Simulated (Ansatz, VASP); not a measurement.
# Two plane-wave programs on TiN

```xyz
2
Lattice="0.0000 2.1499 2.1499 2.1499 0.0000 2.1499 2.1499 2.1499 0.0000" Properties=species:S:1:pos:R:3 pbc="T T T"
Ti    0.0000    0.0000    0.0000
N     2.1499    2.1499    2.1499
```

Change from the starting cell: volume scaled by 1.04, PAW files.

Alike in both runs: task electric field gradients; functional PBE; k mesh 13 × 13 × 13; occupations fermi-dirac, width 0.05 eV; no spin polarisation.

|  | VASP | Ansatz |
| --- | --- | --- |
| version | VASP 6.6.1 | Ansatz 0.2.0 |
| potentials or method | VASP PAW PBE potentials, release 64 (Ti_sv, N) | PAW with Ansatz's default frozen-core files, scalar-relativistic |
| plane-wave cutoff (eV) | 520 | 420 |
| valence electrons in the cell | 17 | 17 |

|  | VASP | Ansatz | Ansatz less VASP |
| --- | --- | --- | --- |
| pressure (GPa) | -9.1 | -9.5 | -0.42 |
| Vzz of the field gradient on the site that differs most (V/Å²) | 0.0 | 0.0 | 0.00 |
